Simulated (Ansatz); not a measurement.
**Sensitivity of the G0W0 gap of CdS (Greenockite)**

A base run on CdS (Greenockite), then changed inputs.

Program: Ansatz 0.2.0. Level of theory: G0W0 on PBE, plane waves, PAW; PAW set soft_1. Results are calculated unless marked as measured.

### 1. The structure

Symmetry: P6_3mc, No. 186, hexagonal system. The conventional cell has a = 4.137 Å, b = 4.137 Å, c = 6.714 Å, α = 90.00°, β = 90.00°, γ = 120.00°. Cd has 4 S at 2.52 to 2.53 Å nearest. Nearest to S lie 4 Cd at 2.52 to 2.53 Å. Farther neighbours and most contacts between anions are not listed.

The cell and positions come from the Crystallography Open Database and are kept as given unless a step says otherwise.

### 2. The base run: 6×6×2 mesh, 225 empty bands, screening to 100 eV, PAW set soft_1 files

Now the one-shot GW correction: screening in the RPA, then the self-energy of the levels asked for. This step takes PAW set soft_1 files.

input.yaml

```yaml
crystal:
  lattice:
    - [4.137, 0.0, 0.0]
    - [-2.0685, 3.5827470955, 0.0]
    - [0.0, 0.0, 6.7144]
  atoms:
    - { symbol: Cd, position: [0.6666666667, 0.3333333333, 0.0] }
    - { symbol: Cd, position: [0.3333333333, 0.6666666667, 0.5] }
    - { symbol: S, position: [0.6666666667, 0.3333333333, 0.375] }
    - { symbol: S, position: [0.3333333333, 0.6666666667, 0.875] }
kpoints:
  mp_grid: { grid: [6, 6, 2] }
hamiltonian:
  xc: pbe
  pseudopotentials: { kind: paw, azcp: { folder: soft_1 } }
scf:
  occupations: { method: fixed }
gw:
  n_empty_bands: 225
  ecut_chi: 100
  qp_bands: [v2, c2]
  qp_kpoints: band_edges
  screening: { model: contour_deformation }
```

Command:

```
$ ansatz run input.yaml --threads 3 --pin off --max-ram 92160MiB --backend cuda --events-out ev --progress --plain --runs-dir out --devices 1 --max-vram 13GiB
```

Numbers of over 12 decimals in the logs are rounded to 6 here.

Output:

```text
GPUs: using 1 of 1 available (devices: 1).
Engine: ansatz 0.2.0, x86_64-unknown-linux-gnu
Pseudopotentials: kind: paw
Pseudopotential: Cd, paw, valence charge 20, recommended cutoff 420 eV (normal), soft_1/Cd.paw.azcp
Pseudopotential: S, paw, valence charge 6, recommended cutoff 420 eV (normal), soft_1/S.paw.azcp
Functional definition: PBE
  parameter kappa = 0.804
  parameter beta = 0.066725
  exchange = pbe_x(kappa = kappa, mu = beta*pi^2/3)
  correlation = pbe_c(beta = beta)
device memory: the entry about to start is reckoned to put 0.9 GiB on a device that reports 58.4 GiB free (of which the cap on the GPU budget leaves the run 13.0 GiB)
GPU FFT provider: cuFFT
GPU libraries: cuBLAS 13.8.2, cuFFT 12.4.0, cuSOLVER 12.3.4
Crystal: 4 atoms, lattice volume = 99.520 Å³
Basis set: ecut = 420 eV, 1943 PW (Γ)
Bands: 32, of which v1, the nominal top of the filled ones, is band 26 counted from 1 (25 counted from 0)
Symmetry: 12 space group operations
Space group: P63mc (ITA 186), of the structure as read, at distance tolerance 4.6e-5 Å
k-points: 14 of 72
Non-local potential: Cd, projectors of the file, l = 0: 3, l = 1: 2, l = 2: 2, l = 3: 1
Non-local potential: S, projectors of the file, l = 0: 2, l = 1: 2, l = 2: 1
PAW form: soft (Blöchl's): semilocal exchange-correlation on the pseudo side does not see the compensation charge
PAW one-centre angular grid: Cd, 590 points (default); XC on 64 Gauss nodes
PAW one-centre angular grid: S, 110 points (default); XC on 64 Gauss nodes
Initial density: superposition of atomic densities (chi_scale 0.1, normalization cell, long waves kept (reshape's long-wave potential 0.00 eV rms))
Initial wavefunctions: pseudopotential atomic-orbital guess
GPU buffer pool allocated for 40500 grid points (all kernels)
GPU transforms: local potential and band sums: pruned to the plane-wave sphere, on 27×27×45
Functional: x = pbe(κ = 0.804, μ = 0.219515), c = pbe(β = 0.066725)
SCF iter   1: F=—  HF=-18315.915873 eV  |F-HF|=—  |Δ(HF+E_count)|=         —  Δρ=2.85e-2  dr2=7.09e-1  ethr=3.10e-3  ⟨swp⟩=4.9  Hψ=1574  notcnv=0  defer=54
preconditioner: auto → Resta (q_TF=auto, 2.449 Å⁻¹)  ε∞=4.5  [insulator: Δε(μ)=1.431 eV  Ē_g=11.908 eV  n_scr=22 (ndim 8)  ℏωp=22.3 eV  f_vac=0.073  ε∞_Penn≈4.5]
SCF iter   2: F=—  HF=-18315.768463 eV  |F-HF|=—  |Δ(HF+E_count)|=   1.47e-1  Δρ=1.38e-2  dr2=1.66e-1  ethr=1.36e-3  ⟨swp⟩=2.9  Hψ=817  notcnv=0  defer=55
SCF iter   3: F=—  HF=-18315.759004 eV  |F-HF|=—  |Δ(HF+E_count)|=   9.46e-3  Δρ=4.64e-3  dr2=2.01e-2  ethr=3.20e-4  ⟨swp⟩=2.0  Hψ=523  notcnv=0  defer=55
SCF iter   4: F=—  HF=-18315.761731 eV  |F-HF|=—  |Δ(HF+E_count)|=   2.73e-3  Δρ=1.05e-3  dr2=1.51e-3  ethr=3.86e-5  ⟨swp⟩=2.0  Hψ=660  notcnv=0  defer=55
[...]
E_xc         = -491.557797
  E_vxc        = -558.334656  (∫ρ·V_xc dr)
  E_paw        = -9414.994892  (= ΣΔE_a)
  E_vpaw       = -1132.465749  (= ΣTr[D̂ρ^β])
  E_aug_tail   = 0.000705  (compensation charges beyond the density's cutoff)
  E_ewald      = -5399.695785
  E_smearing   = -0.000000  (= −TS)
  E_closure    = 0.000000  (closes the sum)
  Σ components = -18315.763917   (vs F -18315.763917, Δ=0.00e0)
--- Band table (eV; the first three rows and the last of 14) ---
  k-point 0: bands = [... 22 lower, 6.0964, 6.8241, 6.8660, 6.8660, 8.0842, 9.6681, 13.3254, 13.3254, ... 2 higher]
  k-point 1: bands = [... 22 lower, 6.4675, 6.4675, 6.4675, 6.4675, 9.7277, 9.7277, 13.0511, 13.0511, ... 2 higher]
  k-point 2: bands = [... 22 lower, 5.6731, 5.7819, 6.6199, 6.6817, 9.2227, 10.5244, 12.6148, 13.6769, ... 2 higher]
  k-point 13: bands = [... 22 lower, 4.4516, 4.4516, 5.7458, 5.7458, 11.2754, 11.2754, 12.9577, 12.9577, ... 2 higher]
--- G₀W₀: contour deformation, 7 samples at zero and on the imaginary axis and 1 off it, 72 q-points, 225 empty bands' worth ---
  eigenvalues of the whole cell's RPA ε∞ on this k-mesh (on a slab, of 1 + 4πα/V) = 6.9942, 6.9942, 7.1467; static W/v taken at q = 0 is 0.141253
  bands read: the sum over 251 bands ends inside a degenerate multiplet in 7 slots, whose members it reads at an even weight; the widest, k=1: bands 251 to 254 (counted from 1) at 1/4 each
  gw.qp_kpoints: band_edges: 9 of 14 stored k-points solved, in 1 pass; an edge of the gap read off the rows below is read off those points alone
    valence top: of the k-points left out ik 8 came nearest to being solved in a further pass, in band 26 (counted from 1, as in the quasiparticle table): it holds the edge there only if its correction is more favourable than any solved in that band by at least 0.619 eV; those differ by 0.135 eV
    conduction bottom: of the k-points left out ik 8 came nearest to being solved in a further pass, in band 27 (counted from 1, as in the quasiparticle table): it holds the edge there only if its correction is more favourable than any solved in that band by at least 2.200 eV; those differ by 0.239 eV
    ik  band        ε_KS         Σx   Σc(E_QP)       V_xc       Z   E_QP_lin       E_QP  E_QP is
     0    25      6.8660   -20.8325     2.2217   -18.0764  0.7456     6.3210     6.3315  root
     0    26      6.8660   -20.8325     2.2217   -18.0764  0.7456     6.3210     6.3315  root
     0    27      8.0842    -8.7160    -3.5273   -12.4571  0.7861     8.2993     8.2981  root
     0    28      9.6681    -8.2001    -3.8917   -12.4444  0.7832    10.0246    10.0207  root
     1    25      6.4675   -20.3010     2.3528   -17.3622  0.7430     5.8680     5.8816  root
     1    26      6.4675   -20.3010     2.3528   -17.3622  0.7430     5.8680     5.8816  root
     1    27      9.7277    -8.7108    -3.8161   -12.8608  0.7772    10.0649    10.0615  root
     1    28      9.7277    -8.7108    -3.8161   -12.8608  0.7772    10.0649    10.0615  root
[...]
13    25      5.7458   -19.2633     2.5724   -16.0365  0.7350     5.0720     5.0914  root
    13    26      5.7458   -19.2633     2.5724   -16.0365  0.7350     5.0720     5.0914  root
    13    27     11.2754    -8.3328    -4.2405   -13.0258  0.7704    11.7358    11.7279  root
    13    28     11.2754    -8.3328    -4.2405   -13.0258  0.7704    11.7358    11.7279  root
[key lines of the parts left out:]
SCF converged after 8 iterations
Free energy (F): -18315.763917 eV
Fermi energy:    6.865973 eV
```

Run time: 20 s. Hardware: 1 × NVIDIA H100 80GB HBM3 (shared by 6 runs) with 3 threads of AMD EPYC 7R13 (Zen 3), shared host; peak memory 1.3 GiB.

The column dr2 measures how far the density is from self-consistency, as an energy; F and HF (Harris–Foulkes) agree once it is small.

This step gave:

| Property | Result |
| --- | --- |
| bands summed | 251 |
| RPA ε∞ on this mesh (eigenvalues) | 6.994, 6.994, 7.147 |
| plane waves in the screening matrix | 233 |
| q-points in the mesh | 72 |
| G0W0 gap on the mesh | 1.967 eV |
| k of the valence top | 0, 0, 0 |
| k of the conduction bottom | 0, 0, 0 |
| starting gap on the mesh | 1.218 eV |
| Z at the valence top | 0.7456 |
| Z at the conduction bottom | 0.7861 |
| least direct G0W0 gap on the computed points | 1.967 eV |

The gap on the mesh goes from 1.22 eV to 1.97 eV, a correction of +0.75 eV. Between the two edge states, bare exchange in place of the xc potential would open the gap by 6.50 eV, and correlation takes back 5.75 eV.

### 3. Variant: wavefunction cutoff

input.yaml, as its differences from that of step 2:

```diff
@@ -23 +23,3 @@
   screening: { model: contour_deformation }
+basis:
+  ecutwfc: 600
```

Output:

```text
GPUs: using 1 of 1 available (devices: 1).
[...]
GPU FFT provider: cuFFT
GPU libraries: cuBLAS 13.8.2, cuFFT 12.4.0, cuSOLVER 12.3.4
Crystal: 4 atoms, lattice volume = 99.520 Å³
Basis set: ecut = 600 eV, 3357 PW (Γ)
Bands: 32, of which v1, the nominal top of the filled ones, is band 26 counted from 1 (25 counted from 0)
Symmetry: 12 space group operations
[...]
k-points: 14 of 72
[...]
GPU buffer pool allocated for 69984 grid points (all kernels)
[...]
SCF iter   1: F=—  HF=-18315.918117 eV  |F-HF|=—  |Δ(HF+E_count)|=         —  Δρ=2.85e-2  dr2=7.08e-1  ethr=3.10e-3  ⟨swp⟩=4.9  Hψ=1575  notcnv=0  defer=54
[...]
SCF iter   8: F=-18315.767877 eV  HF=-18315.767877 eV  |F-HF|=3.70e-8  |Δ(HF+E_count)|=   8.77e-7  Δρ=3.83e-6  dr2=1.93e-8  ethr=1.92e-10  ⟨swp⟩=10.6  Hψ=2116  notcnv=0
SCF 1 converged in 8 iterations: F = -18315.767877 eV  dr2 = 1.93e-8
[...]
NSCF: frozen V_eff on 14 k-points, pencils in batches of 32, up to order 128
[...]
NSCF: frozen V_eff on 14 k-points
G₀W₀ screening: q 1/14
[... further progress lines ...]
SCF converged after 8 iterations
Free energy (F): -18315.767877 eV
[...]
Internal energy: -18315.767877 eV  (E = F + TS)
E sigma→0 (E₀):  -18315.767877 eV
Fermi energy:    6.865357 eV
[...]
--- Band table (eV; the first three rows and the last of 14) ---
  k-point 0: bands = [... 22 lower, 6.0960, 6.8235, 6.8654, 6.8654, 8.0843, 9.6681, 13.3248, 13.3248, ... 2 higher]
  k-point 1: bands = [... 22 lower, 6.4669, 6.4669, 6.4669, 6.4669, 9.7277, 9.7277, 13.0506, 13.0506, ... 2 higher]
  k-point 2: bands = [... 22 lower, 5.6726, 5.7815, 6.6194, 6.6812, 9.2227, 10.5243, 12.6143, 13.6762, ... 2 higher]
  k-point 13: bands = [... 22 lower, 4.4513, 4.4513, 5.7455, 5.7455, 11.2752, 11.2752, 12.9569, 12.9569, ... 2 higher]
[...]
0    25      6.8654   -20.8306     2.2212   -18.0737  0.7457     6.3191     6.3297  root
     0    26      6.8654   -20.8306     2.2212   -18.0737  0.7457     6.3191     6.3297  root
     0    27      8.0843    -8.7139    -3.5277   -12.4549  0.7861     8.2988     8.2976  root
     0    28      9.6681    -8.1980    -3.8924   -12.4422  0.7832    10.0237    10.0198  root
     1    25      6.4669   -20.2993     2.3525   -17.3598  0.7430     5.8663     5.8800  root
     1    26      6.4669   -20.2993     2.3525   -17.3598  0.7430     5.8663     5.8800  root
     1    27      9.7277    -8.7091    -3.8165   -12.8589  0.7772    10.0644    10.0610  root
     1    28      9.7277    -8.7091    -3.8165   -12.8589  0.7772    10.0644    10.0610  root
[...]
13    25      5.7455   -19.2625     2.5723   -16.0352  0.7350     5.0711     5.0905  root
    13    26      5.7455   -19.2625     2.5723   -16.0352  0.7350     5.0711     5.0905  root
    13    27     11.2752    -8.3305    -4.2412   -13.0233  0.7704    11.7345    11.7267  root
    13    28     11.2752    -8.3305    -4.2412   -13.0233  0.7704    11.7345    11.7267  root
```

It took 17 s on 1 × NVIDIA H100 80GB HBM3 (shared by 6 runs) with 3 threads; peak memory 1.4 GiB; 23 s of CPU time.

The G0W0 gap on the mesh is 1.968 eV.

Against the base:

```csv
setting,base,variant
typed cutoff,-,600
```

```csv
quantity,variant,base
starting gap on the mesh,1.219,1.218
G0W0 gap on the mesh,1.968,1.967
least direct G0W0 gap on the computed points,1.968,1.967
Z at the valence top,0.746,0.746
Z at the conduction bottom,0.786,0.786
```

### 4. Outcome

* base: 1.97 eV, 20 s
* wavefunction cutoff: 1.97 eV, 17 s

What this shows: Wavefunction cutoff: the gap moves by +0.001 eV (the plane-wave cutoff goes from 420 to 600 eV). All runs here use a coarse mesh and modest cutoffs; they test settings and are not final values. The 6×6×2 mesh is coarse for this cell (its supercell is 13 Å along the shortest edge). The RPA ε∞ on it, from the PBE start, is 6.99 and 7.15; such meshes misread the long-range screening, most where the gap is narrow. The many-body steps are scalar-relativistic: spin-orbit coupling is not in them.

[Paths, hosts, dates, memory and timing lines, banners, echoed tables and standing remarks are left out of the program output.]

[Logs are printed without paths, hosts, clocks, repeated set-up lines and the standing remarks that a program may print on its own settings, such as how far it seeks lower states.]

[Runs of the session that timed out or met a known fault of the program may be left out.]

[Cells called generated may have been cut or substituted from an entry of the Crystallography Open Database or the Materials Project.]

[Hosts, paths, dates, database ids (printed as entryN), source tags and the programs' standing remarks are cut or masked in the printed files.]
